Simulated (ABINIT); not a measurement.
# Al (Im-3m) in ABINIT: notebook

Runs on Al. Level: PBEsol. Tasks: relaxation of cell and atoms, single point.

Everything below comes from runs of ABINIT 10.8.3 (patched build). Logs are shortened: lines on timing, memory, paths and dates and some standing lists are left out, and cuts for length are marked. The log counts tension as positive stress, the text compression.

## (1) The crystal as given

Symmetry: Im-3m, No. 229, cubic system. Conventional cell: a = 3.182 Å, b = 3.182 Å, c = 3.182 Å, α = 90.00°, β = 90.00°, γ = 90.00°. Al (site symmetry m-3m) is surrounded by 8 Al at 2.76 Å.

This isn't the form of Al at room conditions, which is fcc.

## (2) Relaxation of cell and atoms, PBEsol

Contents of run.abi:

```
# Pseudopotentials
pp_dirpath "./"
pseudos "Al.upf"

# Structure
acell 2.756071617 2.756071617 2.756071617 Angstrom
rprim
    -0.5773502692     0.5773502692     0.5773502692
     0.5773502692    -0.5773502692     0.5773502692
     0.5773502692     0.5773502692    -0.5773502692
ntypat 1
znucl 13
natom 1
typat 1
chkprim 0
chksymtnons 0
tolsym 1.0e-6
xred
            0.0            0.0            0.0

# Plane-wave basis
ecut 544.227725 eV
ecutsm 0.5

# k points
kptopt 1
ngkpt 9 9 9
nshiftk 1
shiftk 0.0 0.0 0.0

# Exchange and correlation
ixc -116133

# Bands and occupations
nband 6
occopt 3
tsmear 0.05 eV

# SCF cycle
nstep 80
tolvrs 1.0e-12

# Output
iomode 3
prteig 0
prtebands 0
prtwf 0
prtden 0

# Relaxation
ionmov 2
optcell 2
ntime 50
tolmxf 2.0e-5
dilatmx 1.08
```

Potentials or basis: PseudoDojo NC SR PBEsol v0.4.1 standard.

Run with:

```
abinit run.abi > log 2>&1
```

run.abo:

```text
.Version 10.8.3 of ABINIT
 Symmetries : space group Im -3 m (#229); Bravais cI (body-center cubic)
================================================================================
 Values of the parameters that define the memory need of the present run
     intxc =       0    ionmov =       2      iscf =       7    lmnmax =       6
     lnmax =       6     mgfft =      24  mpssoang =       3    mqgrid =    3001
     natom =       1  nloc_mem =       1    nspden =       1   nspinor =       1
    nsppol =       1      nsym =      48    n1xccc =    2501    ntypat =       1
    occopt =       3   xclevel =       2
       mpw =         600          nfft =       13824          nkpt =          35
================================================================================
================================================================================

--------------------------------------------------------------------------------
------------- Echo of variables that govern the present computation ------------
--------------------------------------------------------------------------------
 -outvars: echo values of preprocessed input variables --------
            acell      5.2082205395E+00  5.2082205395E+00  5.2082205395E+00 Bohr
              amu      2.69815390E+01
          chkprim           0
      chksymtnons           0
          dilatmx      1.08000000E+00
             ecut      2.00000000E+01 Hartree
           ecutsm      5.00000000E-01 Hartree
           ionmov           2
              ixc     -116133
         kptrlatt        9    0    0      0    9    0      0    0    9
          kptrlen      4.68739849E+01
            natom           1
            nband           6
            ngfft          24      24      24
             nkpt          35
            nstep          80
             nsym          48
            ntime          50
           ntypat           1
           occopt           3
          optcell           2
           prtden           0
        prtebands           0
           prteig           0
            prtwf           0
            rprim     -5.7735026920E-01  5.7735026920E-01  5.7735026920E-01
                       5.7735026920E-01 -5.7735026920E-01  5.7735026920E-01
                       5.7735026920E-01  5.7735026920E-01 -5.7735026920E-01
          spgroup         229
           tolmxf      2.00000000E-05
           tolsym      1.00000000E-06
           tolvrs      1.00000000E-12
           tsmear      1.83746611E-03 Hartree
            typat      1
            znucl       13.00000

================================================================================

 chkinp: Checking input parameters for consistency.

================================================================================
== DATASET  1 ==================================================================

--- !DatasetInfo
iteration_state: {dtset: 1, }
dimensions: {natom: 1, nkpt: 35, mband: 6, nsppol: 1, nspinor: 1, nspden: 1, mpw: 600, }
cutoff_energies: {ecut:  20.0, pawecutdg:  -1.0, }
electrons: {nelect:   3.00000000E+00, charge:   0.00000000E+00, occopt:   3.00000000E+00, tsmear:   1.83746611E-03, }
meta: {optdriver: 0, ionmov: 2, optcell: 2, iscf: 7, paral_kgb: 0, }
...

 Real(R)+Recip(G) space primitive vectors, cartesian coordinates (Bohr,Bohr^-1):
 R(1)= -3.0069675  3.0069675  3.0069675  G(1)=  0.0000000  0.1662805  0.1662805
 R(2)=  3.0069675 -3.0069675  3.0069675  G(2)=  0.1662805  0.0000000  0.1662805
 R(3)=  3.0069675  3.0069675 -3.0069675  G(3)=  0.1662805  0.1662805  0.0000000
 Unit cell volume ucvol=  1.0875424E+02 bohr^3
 Angles (23,13,12)=  1.09471221E+02  1.09471221E+02  1.09471221E+02 degrees

 getcut: wavevector=  0.0000  0.0000  0.0000  ngfft=  24  24  24
         ecut(hartree)=     23.328   => boxcut(ratio)=   2.11942

--- Pseudopotential description ------------------------------------------------
- pspini: atom type   1  psp file is ./Al.upf
  13.00000   3.00000  180301                  znucl, zion, pspdat
12 -116133 2 -1 1876                          pspcod,pspxc,lmax,lloc,mmax
     nproj     2     2     2

   2.05527854E+00                                ecore*ucvol(ha*bohr**3)
--------------------------------------------------------------------------------

================================================================================

=== [ionmov= 2] Broyden-Fletcher-Goldfarb-Shanno method (forces)
================================================================================

--- Iteration: ( 1/50) Internal Cycle: (1/1)
--------------------------------------------------------------------------------

---SELF-CONSISTENT-FIELD CONVERGENCE--------------------------------------------

--- !BeginCycle
iteration_state: {dtset: 1, itime: 1, icycle: 1, }
solver: {iscf: 7, nstep: 80, nline: 4, wfoptalg: 0, }
tolerances: {tolvrs: 1.00E-12, }
...

     iter   Etot(hartree)      deltaE(h)  residm     vres2
 ETOT  1  -2.3149931556861    -2.315E+00 5.863E-02 1.014E+00
 ETOT  2  -2.3162056756432    -1.213E-03 6.881E-03 4.854E-02
 ETOT  3  -2.3162115067294    -5.831E-06 4.059E-03 7.396E-05
 ETOT  4  -2.3162115163426    -9.613E-09 1.913E-03 1.886E-07
 ETOT  5  -2.3162115163732    -3.058E-11 7.383E-04 1.170E-09
 ETOT  6  -2.3162115163733    -9.592E-14 5.847E-04 3.996E-12
 ETOT  7  -2.3162115163733     1.510E-14 2.181E-04 6.902E-15

 At SCF step    7       vres2   =  6.90E-15 < tolvrs=  1.00E-12 =>converged.

 Cartesian components of stress tensor (hartree/bohr^3)
  sigma(1 1)= -7.33963551E-05  sigma(3 2)=  0.00000000E+00
  sigma(2 2)= -7.33963551E-05  sigma(3 1)=  0.00000000E+00
  sigma(3 3)= -7.33963551E-05  sigma(2 1)=  0.00000000E+00

--- !ResultsGS
iteration_state: {dtset: 1, itime: 1, icycle: 1, }
comment   : Summary of ground state results
lattice_vectors:
- [ -3.0069675,   3.0069675,   3.0069675, ]
- [  3.0069675,  -3.0069675,   3.0069675, ]
- [  3.0069675,   3.0069675,  -3.0069675, ]
lattice_lengths: [   5.20822,    5.20822,    5.20822, ]
lattice_angles: [109.471, 109.471, 109.471, ] # degrees, (23, 13, 12)
lattice_volume:   1.0875424E+02
convergence: {deltae:  1.510E-14, res2:  6.902E-15, residm:  2.181E-04, diffor: null, }
etotal    :  -2.31621152E+00
entropy   :   0.00000000E+00
fermie    :   2.93820231E-01
cartesian_stress_tensor: # hartree/bohr^3
- [ -7.33963551E-05,   0.00000000E+00,   0.00000000E+00, ]
- [  0.00000000E+00,  -7.33963551E-05,   0.00000000E+00, ]
- [  0.00000000E+00,   0.00000000E+00,  -7.33963551E-05, ]
pressure_GPa:   2.1594E+00
xred      :
- [  0.0000E+00,   0.0000E+00,   0.0000E+00, Al]
cartesian_forces: # hartree/bohr
- [ -0.00000000E+00,  -0.00000000E+00,  -0.00000000E+00, ]
force_length_stats: {min:   0.00000000E+00, max:   0.00000000E+00, mean:   0.00000000E+00, }
...
[... 263 lines left out ...]
---OUTPUT-----------------------------------------------------------------------

 Cartesian coordinates (xcart) [bohr]
  0.00000000000000E+00  0.00000000000000E+00  0.00000000000000E+00
 Reduced coordinates (xred)
  0.00000000000000E+00  0.00000000000000E+00  0.00000000000000E+00
 Cartesian forces (fcart) [Ha/bohr]; max,rms= 0.00000E+00 0.00000E+00 (free atoms)
 -0.00000000000000E+00 -0.00000000000000E+00 -0.00000000000000E+00
 Gradient of E wrt nuclear positions in reduced coordinates (gred)
 -0.00000000000000E+00 -0.00000000000000E+00 -0.00000000000000E+00
 Scale of Primitive Cell (acell) [bohr]
  5.25517442670516E+00  5.25517442670516E+00  5.25517442670516E+00
 Real space primitive translations (rprimd) [bohr]
 -3.03407636989666E+00  3.03407636989666E+00  3.03407636989666E+00
  3.03407636989666E+00 -3.03407636989666E+00  3.03407636989666E+00
  3.03407636989666E+00  3.03407636989666E+00 -3.03407636989666E+00
 Unitary Cell Volume (ucvol) [Bohr^3]=  1.11722209390096E+02
 Angles (23,13,12)= [degrees]
  1.09471220634491E+02  1.09471220634491E+02  1.09471220634491E+02
 Lengths [Bohr]
  5.25517442670516E+00  5.25517442670516E+00  5.25517442670516E+00
 Stress tensor in cartesian coordinates (strten) [Ha/bohr^3]
 -3.57218048901997E-08  0.00000000000000E+00  0.00000000000000E+00
  0.00000000000000E+00 -3.57218048902268E-08  0.00000000000000E+00
  0.00000000000000E+00  0.00000000000000E+00 -3.57218048902539E-08
 Total energy (etotal) [Ha]= -2.31631808219111E+00

 Difference of energy with previous step (new-old):
           Absolute (Ha)=-5.95600E-08
           Relative     =-2.57132E-08

 At Broyd/MD step   4, gradients are converged :
  max grad (force/stress) = 3.5722E-06 < tolmxf= 2.0000E-05 ha/bohr (free atoms)

================================================================================

 ----iterations are completed or convergence reached----

 Mean square residual over all n,k,spin=   29.030E-10; max=  49.774E-08
 reduced coordinates (array xred) for    1 atoms
       0.000000000000      0.000000000000      0.000000000000
 rms dE/dt=  0.0000E+00; max dE/dt=  0.0000E+00; dE/dt below (all hartree)
    1       0.000000000000      0.000000000000      0.000000000000

 cartesian coordinates (angstrom) at end:
    1      0.00000000000000     0.00000000000000     0.00000000000000

 cartesian forces (hartree/bohr) at end:
    1     -0.00000000000000    -0.00000000000000    -0.00000000000000
 frms,max,avg= 0.0000000E+00 0.0000000E+00   0.000E+00  0.000E+00  0.000E+00 h/b

 cartesian forces (eV/Angstrom) at end:
    1     -0.00000000000000    -0.00000000000000    -0.00000000000000
 frms,max,avg= 0.0000000E+00 0.0000000E+00   0.000E+00  0.000E+00  0.000E+00 e/A
 length scales=  5.255174426705  5.255174426705  5.255174426705 bohr
              =  2.780918544046  2.780918544046  2.780918544046 angstroms
 Fermi (or HOMO) energy (hartree) =   0.28329   Average Vxc (hartree)=  -0.36453
 Eigenvalues (hartree) for nkpt=  35  k points:
 kpt#   1, nband=  6, wtk=  0.00137, kpt=  0.0000  0.0000  0.0000 (reduced coord)
  -0.12618    0.76827    0.76827    0.76827    0.81788    0.81788
      occupation numbers for kpt#   1
   2.00000    0.00000    0.00000    0.00000    0.00000    0.00000
 prteigrs : prtvol=0 or 1, do not print more k-points.

--- !EnergyTerms
iteration_state     : {dtset: 1, itime: 4, icycle: 1, }
comment             : Components of total free energy in Hartree
kinetic             :  8.53034528627507E-01
hartree             :  2.28120171677731E-03
xc                  : -1.08118979131793E+00
Ewald energy        : -2.69877032187999E+00
psp_core            :  1.83963291617571E-02
local_psp           :  1.71186805433815E-01
non_local_psp       :  4.18853130846398E-01
internal            : -2.31620811741167E+00
'-kT*entropy'       : -1.09964779437333E-04
total_energy        : -2.31631808219111E+00
total_energy_eV     : -6.30302260030522E+01
band_energy         :  3.61997954708514E-01
...

 Cartesian components of stress tensor (hartree/bohr^3)
  sigma(1 1)= -3.57218049E-08  sigma(3 2)=  0.00000000E+00
  sigma(2 2)= -3.57218049E-08  sigma(3 1)=  0.00000000E+00
  sigma(3 3)= -3.57218049E-08  sigma(2 1)=  0.00000000E+00

-Cartesian components of stress tensor (GPa)         [Pressure=  1.0510E-03 GPa]
- sigma(1 1)= -1.05097178E-03  sigma(3 2)=  0.00000000E+00
- sigma(2 2)= -1.05097178E-03  sigma(3 1)=  0.00000000E+00
- sigma(3 3)= -1.05097178E-03  sigma(2 1)=  0.00000000E+00

== END DATASET(S) ==============================================================
================================================================================

 -outvars: echo values of variables after computation  --------
            acell      5.2551744267E+00  5.2551744267E+00  5.2551744267E+00 Bohr
           etotal     -2.3163180822E+00
            fcart     -0.0000000000E+00 -0.0000000000E+00 -0.0000000000E+00
            rprim     -5.7735026919E-01  5.7735026919E-01  5.7735026919E-01
                       5.7735026919E-01 -5.7735026919E-01  5.7735026919E-01
                       5.7735026919E-01  5.7735026919E-01 -5.7735026919E-01
           strten     -3.5721804890E-08 -3.5721804890E-08 -3.5721804890E-08
                       0.0000000000E+00  0.0000000000E+00  0.0000000000E+00
 Calculation completed.
```

It took 8.2 s on 1 thread of Arm Neoverse V2, shared host; peak memory 0.06 GiB.

Results:

| Item | Value |
| --- | --- |
| Free energy | -63.0302 eV |
| Relaxed volume | 16.56 Å³/atom |
| Relaxed cell | a = 2.781 Å, b = 2.781 Å, c = 2.781 Å, α = 109.47°, β = 109.47°, γ = 109.47° |
| Space group after relaxing (to 0.05 Å) | Im-3m (No. 229) |
| Energy gained by relaxing | 2.9 meV/atom |
| Ionic steps | 4 |
| Pressure after relaxing | 0.0 GPa |
| Band gap on the k mesh | none (metal or under the smearing width) |

The path:
```csv
step,energy change (eV),largest force (eV/Å),pressure (GPa),volume (Å³)
1,0.0000,0.0000,2.16,16.12
2,-0.0013,0.0000,1.61,16.22
3,-0.0029,0.0000,0.05,16.55
4,-0.0029,0.0000,0.00,16.56
```

Final structure:
```
CELL_PARAMETERS angstrom
-1.60556 1.60556 1.60556
1.60556 -1.60556 1.60556
1.60556 1.60556 -1.60556
ATOMIC_POSITIONS crystal
Al 0.00000 0.00000 0.00000
```

## (3) Single point, PBEsol (cell relaxed)

Contents of run.abi:

```
pp_dirpath "./"
pseudos "Al.upf"

acell 3*1.0
rprim
    -3.0340763678     3.0340763678     3.0340763678
     3.0340763678    -3.0340763678     3.0340763678
     3.0340763678     3.0340763678    -3.0340763678
ntypat 1
znucl 13
natom 1
typat 1
xcart
     0.0000000000     0.0000000000     0.0000000000
chkprim 0
chksymtnons 0
tolsym 1.0e-6

ecut 20.0

kptopt 1
ngkpt 9 9 9
nshiftk 1
shiftk 0.0 0.0 0.0

ixc -116133

nband 6
occopt 3
tsmear 0.05 eV

nstep 100
tolvrs 1.0e-10

iomode 3
prtwf 0
prteig 0
prtebands 0
enunit 2
prtden 1
prtvha 1
prtvclmb 1
prtpot 1
prtelf 1
```

Potentials or basis: PseudoDojo NC SR PBEsol v0.4.1 standard.

Run with:

```
abinit run.abi > log 2>&1
```

Wall time 2.8 s (1 thread of Arm Neoverse V2, shared host); peak memory 0.07 GiB.

It converged, with:

- Free energy: -63.0302 eV
- Pressure: 0.0 GPa
- Band gap on the k mesh: none (metal or under the smearing width)
- Valence electrons inside the program's atomic spheres: Al 0.88 (radii [1.0584] Å)

Levels at points of the mesh, in eV from the Fermi level:
| k point | band 1 | band 2 | band 3 | band 4 |
| --- | --- | --- | --- | --- |
| (0.00, 0.00, 0.00) | -11.14 | 13.20 | 13.20 | 13.20 |
